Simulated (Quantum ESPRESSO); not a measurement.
## BaTiO3: phonons with LDA

Crystal: BaTiO3.

```
CELL_PARAMETERS angstrom
2.82737 1.63238 2.31839
-2.82737 1.63238 2.31839
0.00000 -3.26476 2.31839
ATOMIC_POSITIONS crystal
Ba 0.00000 0.00000 0.00000
Ti 0.48450 0.48450 0.48450
O 0.50860 0.01750 0.50860
O 0.01750 0.50860 0.50860
O 0.50860 0.50860 0.01750
```

```
Program                     : Quantum ESPRESSO 7.5
Task                        : phonons
Functional                  : LDA
Potentials or basis         : PseudoDojo 0.4.1 SR LDA standard
Cutoff                      : 1143 eV
Density cutoff              : 4572 eV
k mesh                      : 4 × 4 × 4, shifted
Occupations                 : fermi-dirac, width 0.05 eV
Spin                        : no spin polarisation
Form of the LDA correlation : PW92
Mixing beta                 : 0.5
Most SCF iterations         : 120
SCF threshold               : 1e-09 Ry
```

```
Pressure after relaxing                                 : -5.5 GPa
Electronic dielectric tensor (diagonal)                 : 6.03, 6.03, 5.55
Born charges (mean of the diagonal)                     : Ba +2.77; Ti +6.16; O -2.97 e
Highest phonon frequency at Γ, LO-TO splitting left out : 519 cm⁻¹
Static dielectric tensor (diagonal)                     : 55.81, 55.81, 31.65
```

Step by step:
```csv
step,energy change (eV),largest force (eV/Å),pressure (GPa)
1,0.0000,0.1544,-5.67
2,-0.0006,0.1301,-5.66
3,-0.0011,0.1042,-5.66
4,-0.0017,0.0663,-5.64
5,-0.0021,0.0283,-5.60
6,-0.0021,0.0294,-5.58
7,-0.0022,0.0209,-5.53
8,-0.0022,0.0077,-5.50
9,-0.0022,0.0015,-5.48
```

Final structure:
```
CELL_PARAMETERS angstrom
2.82737 1.63238 2.31839
-2.82737 1.63238 2.31839
0.00000 -3.26476 2.31839
ATOMIC_POSITIONS crystal
Ba 0.99665 0.99665 0.99665
Ti 0.48487 0.48487 0.48487
O 0.50955 0.01857 0.50955
O 0.01857 0.50955 0.50955
O 0.50955 0.50955 0.01857
```

Levels at points of the mesh, in eV from the valence-band top:
```
           k point  band 17  band 18  band 19  band 20  band 21  band 22  band 23  band 24
(0.12, 0.12, 0.12)    -1.14    -0.77    -0.42    -0.42     2.96     2.96     3.00     5.35
```

Phonon frequencies in cm⁻¹ (negative: imaginary):
| q point | frequencies |
| --- | --- |
| (0.000, 0.000, 0.000) | -3 -3 -2 160 160 164 230 230 273 279 293 293 465 465 519 |

Electronic dielectric tensor:
```
6.03 0.00 0.00
0.00 6.03 0.00
0.00 0.00 5.55
```

Born effective charge tensors (e):
atom 1, Ba
```
2.78 0.00 0.00
0.00 2.78 0.00
0.00 0.00 2.73
```
atom 2, Ti
```
6.48 0.00 0.00
0.00 6.48 0.00
0.00 0.00 5.52
```
atom 3, O
```
-3.64  0.97  1.22
 0.97 -2.52 -0.71
 1.03 -0.60 -2.75
```
atom 4, O
```
-3.64 -0.97 -1.22
-0.97 -2.52 -0.71
-1.03 -0.60 -2.75
```
atom 5, O
```
-1.96  0.00  0.00
 0.00 -4.20  1.41
 0.00  1.19 -2.75
```

Optical modes at Γ, degenerate ones joined, polar ones without the macroscopic field:
| cm⁻¹ | components | symmetry | active in | IR intensity, summed ((D/Å)²/amu) |
| --- | --- | --- | --- | --- |
| 160 | 2 | E | IR and Raman | 21.51 |
| 164 | 1 | A1 | IR and Raman | 5.56 |
| 230 | 2 | E | IR and Raman | 110.94 |
| 273 | 1 | A1 | IR and Raman | 40.97 |
| 279 | 1 | A2 | silent | 0.00 |
| 293 | 2 | E | IR and Raman | 0.08 |
| 465 | 2 | E | IR and Raman | 12.34 |
| 519 | 1 | A1 | IR and Raman | 8.27 |

Zone-centre frequencies without and with the macroscopic field along z (cm⁻¹):
```tsv
	optical modes in rising order
without	160 160 164 230 230 273 279 293 293 465 465 519
with the field	160 160 178 230 230 279 293 293 464 465 465 672
```

Static dielectric tensor, electrons and zone-centre modes:
```
55.81  0.00  0.00
 0.00 55.81  0.00
 0.00  0.00 31.65
```

Run time: 11 min on 4 MPI ranks on Arm Neoverse V1, on a shared host, peak memory 0.32 GiB a rank.

Caveat: this release of the barium file is off; the cell is more than 3 GPa from zero pressure, which shifts response properties. Spin-orbit coupling is left out, which matters for the levels of Ba.
